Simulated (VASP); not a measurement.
Input of a VASP 6.6.1 run:

INCAR

```
ALGO     = Fast           # electronic algorithm
EDIFF    = 1E-6           # SCF threshold, eV
ENCUT    = 520            # plane-wave cutoff, eV
GGA      = PE             # functional
ISIF     = 2              # what is computed and relaxed
ISMEAR   = 0              # smearing method
LASPH    = T              # aspherical terms in the spheres
LCHARG   = T              # write CHGCAR
LELF     = T              # ELF
LREAL    = F              # projectors in reciprocal space
LVHAR    = T            
LWAVE    = F              # write WAVECAR
NBANDS   = 20             # bands
NELM     = 60             # most SCF steps
PREC     = Accurate       # precision mode
SIGMA    = 0.012          # smearing width, eV
```

Contents of KPOINTS:

```
k-points
0
Gamma
  8 8 5
```

File POSCAR:

```
SnSe2
1.0
    3.8110000000      0.0000000000      0.0000000000
   -1.9055000000      3.3004228138      0.0000000000
    0.0000000000      0.0000000000      6.1360000000
Sn Se
1 2
Direct
    0.0000000000      0.0000000000      0.0000000000
    0.6666666667      0.3333333333      0.7510000000
    0.3333333333      0.6666666667      0.2490000000
```

Potentials or basis: VASP PAW PBE potentials, release 64 (Sn_d, Se).

Run with:

```sh
$ cat potpaw_PBE.64/Sn_d/POTCAR potpaw_PBE.64/Se/POTCAR > POTCAR
$ mpirun -np 1 vasp_std > vasp.out
```

What does it give for the largest force?

0.804 eV/Å.

Predict the pressure.

5.6 GPa.

Forces in eV/Å, atoms in the order of the input:
```
Sn   0.000  0.000  0.000
Se   0.000  0.000 -0.804
Se   0.000  0.000  0.804
```

Caveat: this functional lacks dispersion, which binds the layers, so the pressure and a relaxed spacing across them are unreliable.
